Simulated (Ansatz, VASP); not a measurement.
## Al: VASP beside Ansatz

```xyz
1
Lattice="0.0202 2.0341 2.0341 2.0341 0.0202 2.0341 2.0341 2.0341 0.0202" Properties=species:S:1:pos:R:3 pbc="T T T"
Al    0.0000    0.0000    0.0000
```

Change from the starting cell: equal xy, yz and zx shear strains of +1 %, crystal datasets.

Alike in both runs: task electric field gradients; functional PBEsol; k mesh 14 × 14 × 14; occupations fermi-dirac, width 0.05 eV; no spin polarisation.

|  | VASP | Ansatz |
| --- | --- | --- |
| version | VASP 6.6.1 | Ansatz 0.2.0 |
| potentials or method | VASP PAW PBE potentials, release 64 (Al), cutoff 520 eV | all-electron PAW with datasets made for the crystal, scalar-relativistic |

VASP gave:

- pressure (GPa): -2.0
- Vzz of the field gradient on the site that differs most (V/Å²): 1.2

Question: Which values does Ansatz return?

Answer: Pressure (GPa): -2.1; Vzz of the field gradient on the site that differs most (V/Å²): 1.1.

Ansatz ran all-electron here, so the differences hold the error of VASP's frozen core and of both bases.

Caveats: the PAW data sets were made with another functional, which shifts forces and pressure a little (VASP).
